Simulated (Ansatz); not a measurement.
SnSe2, 3 atoms in the cell. Symmetry: P-3m1, No. 164, trigonal system. The conventional cell has a = 3.811 Å, b = 3.811 Å, c = 6.136 Å, α = 90.00°, β = 90.00°, γ = 120.00°. Sn (site symmetry -3m) is surrounded by 6 Se at 2.68 Å. Around Se (site symmetry 3m) lie 3 Sn at 2.68 Å. 

```yaml
Program: Ansatz 0.2.0
Task: band structure
Functional: PBE
Potentials_or_basis: Ansatz PAW
Cutoff: "420 eV (not typed: the program's choice for these potentials)"
k_mesh: 8 × 8 × 5
Occupations: fermi-dirac, width 0.05 eV
Spin: no spin polarisation
Path: "[[\"G\", \"M\", \"K\", \"G\", \"A\", \"L\", \"H\", \"A\"], [\"L\", \"M\"], [\"K\", \"H\"]]"
Points_for_each_segment_of_the_path: 14
```

Potentials or basis: Ansatz PAW.

Launch:

```console
$ ansatz run input.yaml --threads 2 --pin off --max-ram 5120MiB --backend cpu --events-out ev --progress --plain --runs-dir out
```

Hardware: 2 threads of INTEL(R) XEON(R) PLATINUM 8581C CPU @ 2.30GHz (Emerald Rapids), with other jobs on the host.

**Question.** Estimate the wall time of this run.

**Answer.** Wall time 3.4 s on 2 threads of INTEL(R) XEON(R) PLATINUM 8581C CPU @ 2.30GHz (Emerald Rapids) (shared host), peak memory 0.48 GiB. Counts: scf iterations 6, plane waves 1485, k points 40, bands 30.
